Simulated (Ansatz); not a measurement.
# MgO: a vibration from a frozen displacement

Computed with DFT PBEsol, scalar-relativistic, plane waves, PAW in Ansatz. Cutoff 420 eV, Γ-centred 9×9×8 k-points, Gaussian smearing of 0.05 eV. No spin polarisation. Energies are free energies at this smearing, counted from the undisturbed cell; pressure is positive in compression.

Zero of the scan (as given, not relaxed at this level; it stands at -3.9 GPa; this form isn't the usual structure):

```xyz
2
Lattice="2.9380 0.0000 0.0000 -1.4690 2.5444 0.0000 0.0000 0.0000 2.6797" Properties=species:S:1:pos:R:3 pbc="T T T"
Mg   -1.4690    2.5444    0.0000
O     0.0000    1.6963    1.3398
```

Every O atom is moved by x along the Cartesian unit vector (0.000, 0.000, -1.000); the cell and all other atoms stay fixed. The cell's volume is 20.03 Å³; the moved atoms weigh 15.999 u together and the others 24.305 u. Some rows repeat others by symmetry and weren't run.

| x (Å) | ΔE (meV/cell) | total force on the moved atoms along the move (eV/Å) | pressure (GPa) |
| --- | --- | --- | --- |
| -0.3000 | 155.24 | 1.0633 | 3.6983 |
| -0.2625 | 118.07 | 0.9199 | 1.9589 |
| -0.2250 | 86.21 | 0.7798 | 0.4346 |
| -0.1875 | 59.54 | 0.6433 | -0.8673 |
| -0.1500 | 37.92 | 0.5100 | -1.9407 |
| -0.1125 | 21.25 | 0.3797 | -2.7808 |
| -0.0750 | 9.42 | 0.2517 | -3.3835 |
| -0.0375 | 2.35 | 0.1254 | -3.7463 |
| 0.0000 | 0.00 | 0.0000 | -3.8674 |
| 0.0375 | 2.35 | -0.1254 | -3.7463 |
| 0.0750 | 9.42 | -0.2517 | -3.3835 |
| 0.1125 | 21.25 | -0.3797 | -2.7808 |
| 0.1500 | 37.92 | -0.5100 | -1.9407 |
| 0.1875 | 59.54 | -0.6433 | -0.8673 |
| 0.2250 | 86.21 | -0.7798 | 0.4346 |
| 0.2625 | 118.07 | -0.9199 | 1.9589 |
| 0.3000 | 155.24 | -1.0633 | 3.6983 |

Question: What frequency belongs to this motion?

Answer: The force constant is k = −dF/dx = 3.344 eV/Å², from the parabola through x = -0.0375, 0 and 0.0375. In every cell the moved atoms swing against the rest, so the mass is μ = m₁m₂/(m₁ + m₂) = 9.648 u, and ν̃ = 521.5 cm⁻¹ × √(|k|/μ) = 307 cm⁻¹, at this cell's pressure of -3.9 GPa. To first order in x, and within 1 %, the force on every atom lies along the move and, within each of the two groups, in proportion to the atom's mass, so this is itself a mode at the zone centre of this cell, taken without macroscopic field (the transverse frequency in a polar insulator).

Question: How far does the harmonic law reach?

Answer: At x = -0.300 Å, kx²/2 = 150.48 meV against the computed 155.24 meV (+3.2 %): the well is still close to harmonic there.

Question: The pressure changes with x². What does that say about the frequency under compression?

Answer: With E = k(V)x²/2, k ∝ V^(−2γ) and x scaling with the cell as V^(1/3), P − P0 = −∂E/∂V = (2γ − 2/3) ΔE/V. At x = 0.0750 Å, V(P − P0) = 20.03 × 0.48386 / 160.2 eV = 60.50 meV and ΔE = 9.42 meV, so γ = 1/3 + V(P − P0)/(2ΔE) = 3.55. This is the Grüneisen parameter of the motion under uniform scaling of the cell: shrinking the cell evenly by 1 % in volume raises the frequency by about 3.55 %.